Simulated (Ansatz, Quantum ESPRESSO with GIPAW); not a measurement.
# Assigning the 17O lines of KNaSO4

The values are calculated: DFT, PBEsol, plane-wave PAW (pslibrary 1.0.0 recipes), scalar-relativistic, GIPAW shieldings (Quantum ESPRESSO with GIPAW, a patched development version); field gradients by Ansatz. Shieldings are without the macroscopic shape term, which is common to all sites.

```
K S Na O
1.0
     5.68383    0.00000    0.00000
    -2.84192    4.92234    0.00000
     0.00000    0.00000    7.25957
K S Na O
2 2 2 8
Direct
  0.66667 0.33333 0.32885
  0.33333 0.66667 0.67115
  0.66667 0.33333 0.77762
  0.33333 0.66667 0.22238
  0.00000 0.00000 0.00000
  0.00000 0.00000 0.50000
  0.33333 0.66667 0.02042
  0.19037 0.80963 0.29499
  0.80963 0.19037 0.70501
  0.66667 0.33333 0.97958
  0.38074 0.19037 0.70501
  0.19037 0.38074 0.29499
  0.61926 0.80963 0.29499
  0.80963 0.61926 0.70501
```

The cell is a computed entry of the Materials Project; it need not be the form that is stable at ambient conditions. The coordinates shown are those after relaxation (atoms relaxed).

The O sites:

```
site  atom no.  atoms in cell  site symmetry                     surroundings     bonds (Å)
O(1)         7              2             3m  non-bridging on S; 5 neighbours  1.47 to 3.28
O(2)         8              6              m  non-bridging on S; 6 neighbours  1.50 to 3.07
```

The lines to be assigned:

| line | σ_iso (ppm) | relative area | span (ppm) | skew | \|C_Q\| (MHz) | η_Q |
| --- | --- | --- | --- | --- | --- | --- |
| A | 69.7 | 3 | 119.0 | 0.96 | 8.12 | 0.02 |
| B | 66.6 | 1 | 142.3 | 1.00 | 7.84 | 0.00 |

Simulated spectrum: 17O fast MAS, 23.5 T (135.7 MHz), central transition to second order, lines broadened by 1.5 ppm; the axis counts ppm from the isotropic position of the most shielded site, as −Δσ; rigid lattice, with dipolar and J couplings and satellite transitions left out.

```json
{"offset (ppm)": "4.0", "intensity": "0.00"}
{"offset (ppm)": "2.0", "intensity": "0.00"}
{"offset (ppm)": "-0.1", "intensity": "0.00"}
{"offset (ppm)": "-2.1", "intensity": "0.02"}
{"offset (ppm)": "-4.0", "intensity": "0.27"}
{"offset (ppm)": "-4.5", "intensity": "0.32"}
{"offset (ppm)": "-6.0", "intensity": "0.24"}
{"offset (ppm)": "-8.1", "intensity": "1.00"}
{"offset (ppm)": "-8.2", "intensity": "1.00"}
{"offset (ppm)": "-10.0", "intensity": "0.64"}
{"offset (ppm)": "-12.0", "intensity": "0.49"}
{"offset (ppm)": "-14.0", "intensity": "0.43"}
{"offset (ppm)": "-15.9", "intensity": "0.40"}
{"offset (ppm)": "-18.0", "intensity": "0.38"}
{"offset (ppm)": "-20.0", "intensity": "0.37"}
{"offset (ppm)": "-22.0", "intensity": "0.37"}
{"offset (ppm)": "-23.9", "intensity": "0.39"}
{"offset (ppm)": "-25.9", "intensity": "0.43"}
{"offset (ppm)": "-27.7", "intensity": "0.54"}
{"offset (ppm)": "-28.0", "intensity": "0.53"}
{"offset (ppm)": "-29.9", "intensity": "0.38"}
{"offset (ppm)": "-31.9", "intensity": "0.51"}
{"offset (ppm)": "-33.0", "intensity": "0.68"}
{"offset (ppm)": "-33.9", "intensity": "0.43"}
{"offset (ppm)": "-35.8", "intensity": "0.08"}
{"offset (ppm)": "-37.9", "intensity": "0.07"}
{"offset (ppm)": "-39.9", "intensity": "0.06"}
{"offset (ppm)": "-41.9", "intensity": "0.06"}
{"offset (ppm)": "-43.8", "intensity": "0.05"}
{"offset (ppm)": "-45.9", "intensity": "0.05"}
{"offset (ppm)": "-47.9", "intensity": "0.04"}
{"offset (ppm)": "-49.8", "intensity": "0.04"}
{"offset (ppm)": "-51.8", "intensity": "0.04"}
{"offset (ppm)": "-53.9", "intensity": "0.02"}
{"offset (ppm)": "-55.7", "intensity": "0.00"}
{"offset (ppm)": "-57.8", "intensity": "0.00"}
{"offset (ppm)": "-59.8", "intensity": "0.00"}
{"offset (ppm)": "-61.7", "intensity": "0.00"}
```

Most prominent maxima (ppm: height): -4.5: 0.32, -8.2: 1.00, -27.7: 0.54, -33.0: 0.68.

Assign each line to a crystallographic site.

The calculated assignment is A is O(2) (non-bridging on S; 6 neighbours); B is O(1) (non-bridging on S; 5 neighbours). The areas settle A and B, whose multiplicities are unique. O(1) lies on an axis of order three or more, which demands η_Q = 0 and an axial or isotropic tensor.

[Banner, clock, file and message-heading lines were taken out of the pw.x and gipaw.x logs.]

[Logs are printed without paths, hosts, clocks, repeated set-up lines and the standing remarks that a program may print on its own settings, such as how far it seeks lower states.]

[Hosts, paths, dates, database ids (printed as entryN), source tags and the programs' standing remarks are cut or masked in the printed files.]
